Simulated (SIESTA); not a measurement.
A run of SIESTA 5.4.2:

File MgTe.fdf:

```
SystemName                      MgTe
SystemLabel                     MgTe
NumberOfSpecies                 2
NumberOfAtoms                   2
%block ChemicalSpeciesLabel
  1  52 Te
  2  12 Mg
%endblock ChemicalSpeciesLabel

LatticeConstant                 1.0 Ang
%block LatticeVectors
     0.0000000000     3.2319988239     3.2319988239
     3.2319988239     0.0000000000     3.2319988239
     3.2319988239     3.2319988239     0.0000000000
%endblock LatticeVectors
AtomicCoordinatesFormat         Fractional
%block AtomicCoordinatesAndAtomicSpecies
     0.2500000000     0.2500000000     0.2500000000  1  Te
     0.0000000000     0.0000000000     0.0000000000  2  Mg
%endblock AtomicCoordinatesAndAtomicSpecies

%block kgrid.MonkhorstPack
    7   0   0  0.0
    0   7   0  0.0
    0   0   7  0.0
%endblock kgrid.MonkhorstPack
XC.Functional                   GGA
XC.Authors                      PBE
PAO.BasisSize                   DZP
PAO.EnergyShift                 0.003 Ry
Mesh.Cutoff                     800 Ry
OccupationFunction              FD
ElectronicTemperature           0.05 eV
MaxSCFIterations                120
SCF.MustConverge                false
SCF.Mixer.Method                Pulay
SCF.Mixer.Weight                0.25
SCF.Mixer.History               8
SCF.DM.Tolerance                5.0e-05
SCF.H.Tolerance                 1.0e-03 eV
WriteForces                     true
Charge.Mulliken                 end
OpticalCalculation              true
Optical.Energy.Minimum          0.0 eV
Optical.Energy.Maximum          40 eV
Optical.Broaden                 0.1 eV
%block Optical.Mesh
  7 7 7
%endblock Optical.Mesh
Optical.OffsetMesh              true
Optical.PolarizationType        polycrystal
%block PAO.Basis
  Te 4
  n=5 0 2
    5.635 0.000
  n=5 1 2
    7.297 0.000
  n=4 2 2
    3.260 0.000
  n=5 2 1
    7.297
  Mg 4
  n=2 0 2
    2.604 0.000
  n=3 0 2
    8.245 0.000
  n=2 1 2
    2.943 0.000
  n=3 1 1
    8.245
%endblock PAO.Basis
```

Potentials or basis: PseudoDojo 0.4 standard (PBE files), DZP (energy shift 0.003 Ry; two zetas on semicore shells).

The run is started by

```sh
$ siesta MgTe.fdf > MgTe.out 2>&1
```

Hardware: 1 thread of Intel(R) Xeon(R) 6975P-C (Granite Rapids) (shared host).

Estimate the wall time of this run.

Run time: 24 s on 1 thread of Intel(R) Xeon(R) 6975P-C (Granite Rapids), on a shared host, peak memory 0.42 GiB. Counts: scf iterations 9, k points 172, bands 36.
